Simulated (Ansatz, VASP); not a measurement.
**Rb3HBr4 in VASP and in Ansatz**

File INCAR:

```
SYSTEM = Rb3HBr4
PREC = Accurate
ENCUT = 520
EDIFF = 1E-7
ISMEAR = 0
SIGMA = 0.1
LREAL = .FALSE.
LASPH = .TRUE.
NELM = 100
ALGO = Normal
ISIF = 2
LWAVE = .FALSE.
LCHARG = .TRUE.
GGA = PE
LELF = .TRUE.
LVHAR = .TRUE.
NBANDS = 38
```

The input KPOINTS:

```
regular mesh
0
G
  4 4 4
  0 0 0
```

File POSCAR:

```
Rb3HBr4
1.0
    6.0604123000      0.0000000000      0.0000000000
    0.0000000000      6.0604123000      0.0000000000
    0.0000000000      0.0000000000      6.0604123000
Rb H Br
3 1 4
Direct
    0.0000000000      0.5000000000      0.5000000000
    0.5000000000      0.0000000000      0.5000000000
    0.5000000000      0.5000000000      0.0000000000
    0.0000000000      0.0000000000      0.0000000000
    0.5000000000      0.0000000000      0.0000000000
    0.5000000000      0.5000000000      0.5000000000
    0.0000000000      0.0000000000      0.5000000000
    0.0000000000      0.5000000000      0.0000000000
```

Input for Ansatz:

```yaml
crystal:
  lattice:
    - [6.0604123, 0.0, 0.0]
    - [0.0, 6.0604123, 0.0]
    - [0.0, 0.0, 6.0604123]
  atoms:
    - { symbol: Rb, position: [0.0, 0.5, 0.5] }
    - { symbol: Rb, position: [0.5, 0.0, 0.5] }
    - { symbol: Rb, position: [0.5, 0.5, 0.0] }
    - { symbol: H, position: [0.0, 0.0, 0.0] }
    - { symbol: Br, position: [0.5, 0.0, 0.0] }
    - { symbol: Br, position: [0.5, 0.5, 0.5] }
    - { symbol: Br, position: [0.0, 0.0, 0.5] }
    - { symbol: Br, position: [0.0, 0.5, 0.0] }
basis:
  ecutwfc: 420
kpoints:
  mp_grid: { grid: [4, 4, 4] }
hamiltonian:
  xc: pbe
scf:
  occupations: { method: gaussian, width: 0.1 }
  lower_state_search: "off"
output:
  forces: true
  stress: true
  eigenvalues: true
```

Change from the starting cell: species swapped into the Mg3MnO4 type (Pm-3m, No. 221).

Alike in both runs: task single point; functional PBE; k mesh 4 × 4 × 4; occupations gaussian, width 0.1 eV; no spin polarisation.

|  | VASP | Ansatz |
| --- | --- | --- |
| version | VASP 6.6.1 | Ansatz 0.2.0 |
| potentials or method | VASP PAW PBE potentials, release 64 (Rb_sv, H, Br) | scalar-relativistic, plane waves, PAW |
| plane-wave cutoff (eV) | 520 | 420 |
| valence electrons in the cell | 56 | 56 |

```tsv
	VASP	Ansatz	Ansatz less VASP
gap on the k mesh at the Fermi level (eV)	none	none	-
pressure (GPa)	10.2	10.1	-0.12
```

A gap of «none» marks a metal or a gap that the smearing closes. The functional is the same, so the differences come from potentials, cutoffs and numerics.
